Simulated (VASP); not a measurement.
Here is a VASP 6.6.1 calculation.

The input INCAR:

```
  ALGO = Normal
  EDIFF = 1E-7
  EDIFFG = -0.005
  ENCUT = 600
  GGA = CA
  IBRION = 2
  ISIF = 3
  ISMEAR = 0
  KPAR = 4
  LASPH = True
  LCHARG = False
  LREAL = False
  LWAVE = False
  NELM = 80
  NSW = 90
  PREC = Accurate
  SIGMA = 0.03
```

KPOINTS

```
k-points
0
Gamma
  4 8 4
```

The input POSCAR:

```
Sb2Se3                                  
1.0
   11.5202451355      0.0000000000      0.0000000000
    0.0000000000      3.9596750382     -0.0000000000
    0.0000000000      0.0000000000     11.2218021313
  Sb              Se            
     8    12
Direct
     0.0187946813510702    0.2500000000000000    0.3282497214420422
     0.9812053186489300    0.7500000000000000    0.6717502785579579
     0.4812053186489298    0.7500000000000000    0.8282497214420421
     0.5187946813510700    0.2500000000000000    0.1717502785579578
     0.1536005927405875    0.7500000000000000    0.0376289422853881
     0.8463994072594127    0.2500000000000000    0.9623710577146117
     0.3463994072594125    0.2500000000000000    0.5376289422853883
     0.6536005927405873    0.7500000000000000    0.4623710577146120
     0.0550889736007565    0.2500000000000000    0.8674094799296743
     0.9449110263992433    0.7500000000000000    0.1325905200703256
     0.4449110263992435    0.7500000000000000    0.3674094799296745
     0.5550889736007567    0.2500000000000000    0.6325905200703257
     0.1293641579659269    0.7500000000000000    0.4466202113872860
     0.8706358420340731    0.2500000000000000    0.5533797886127143
     0.3706358420340730    0.2500000000000000    0.9466202113872857
     0.6293641579659269    0.7500000000000000    0.0533797886127140
     0.2170317421698659    0.2500000000000000    0.1977533640926507
     0.7829682578301341    0.7500000000000000    0.8022466359073491
     0.2829682578301342    0.7500000000000000    0.6977533640926509
     0.7170317421698659    0.2500000000000000    0.3022466359073494
```

Potentials or basis: VASP PAW LDA potentials, release 64 (Sb, Se).

The run is started by

```bash
$ cat potpaw_LDA.64/Sb/POTCAR potpaw_LDA.64/Se/POTCAR > POTCAR
$ mpirun -np 4 vasp_std > vasp.out
```

Question: Estimate the relaxed volume.

Answer: 25.58 Å³/atom.

Question: What does it give for the band gap on the k mesh?

Answer: 0.72 eV, indirect (least direct gap 0.76 eV).

Final structure:
```
Sb Se
1.0
    11.52115    0.00000    0.00000
     0.00000    3.95909    0.00000
     0.00000    0.00000   11.21768
Sb Se
8 12
Cartesian
  0.2161 0.9898 3.6819
  11.3050 2.9693 7.5358
  5.5444 2.9693 9.2907
  5.9767 0.9898 1.9269
  1.7690 2.9693 0.4223
  9.7521 0.9898 10.7954
  3.9916 0.9898 6.0312
  7.5296 2.9693 5.1865
  0.6348 0.9898 9.7302
  10.8864 2.9693 1.4875
  5.1258 2.9693 4.1214
  6.3954 0.9898 7.0963
  1.4907 2.9693 5.0097
  10.0304 0.9898 6.2079
  4.2699 0.9898 10.6186
  7.2513 2.9693 0.5991
  2.5005 0.9898 2.2184
  9.0206 2.9693 8.9993
  3.2601 2.9693 7.8272
  8.2611 0.9898 3.3905
```

Caveat: spin-orbit coupling is left out, which moves the levels of the heavy elements. Expect the measured gap to be larger: semilocal functionals such as LDA lack the derivative discontinuity.
